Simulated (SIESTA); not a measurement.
Here is a SIESTA 5.4.2 calculation.

Si.fdf

```
SystemName                      Si
SystemLabel                     Si
NumberOfSpecies                 1
NumberOfAtoms                   1
%block ChemicalSpeciesLabel
  1  14 Si
%endblock ChemicalSpeciesLabel

UseStructFile                   true

%block kgrid.MonkhorstPack
   11   0   0  0.0
    0  11   0  0.0
    0   0   1  0.0
%endblock kgrid.MonkhorstPack
XC.Functional                   GGA
XC.Authors                      PBE
PAO.BasisSize                   TZP
PAO.EnergyShift                 0.003 Ry
Mesh.Cutoff                     500 Ry
OccupationFunction              FD
ElectronicTemperature           0.05 eV
Slab.DipoleCorrection           vacuum
MaxSCFIterations                120
SCF.MustConverge                false
SCF.Mixer.Method                Pulay
SCF.Mixer.Weight                0.25
SCF.Mixer.History               8
SCF.DM.Tolerance                5.0e-05
SCF.H.Tolerance                 1.0e-03 eV
WriteForces                     true
Charge.Mulliken                 end
MD.TypeOfRun                    Broyden
MD.Steps                        40
MD.MaxForceTol                  0.04 eV/Ang
MD.MaxDispl                     0.1 Ang
WriteCoorStep                   true
AtomCoorFormatOut               Fractional
```

The input Si.STRUCT_IN:

```
   2.3993200000     0.0000000000     0.0000000000
   0.0000000000     2.4179400000     0.0000000000
   0.0000000000     0.0000000000    23.8000000000
1
1  14    0.5000000000     0.5000000000     0.2941200000
```

Potentials or basis: PseudoDojo 0.4 standard (PBE files), TZP (energy shift 0.003 Ry).

Launch:

```console
$ siesta < Si.fdf > Si.out 2>&1
```

Task: Predict the band gap on the k mesh.

Result: None (metal or under the smearing width).

Stress tensor (GPa, compression positive):
```
0.61 0.00 0.00
0.00 0.16 0.00
0.00 0.00 0.00
```

Caveat: the relaxation stopped at its first step, so nothing moved; the basis of atomic orbitals isn't converged, which shifts pressures, moduli and gaps.
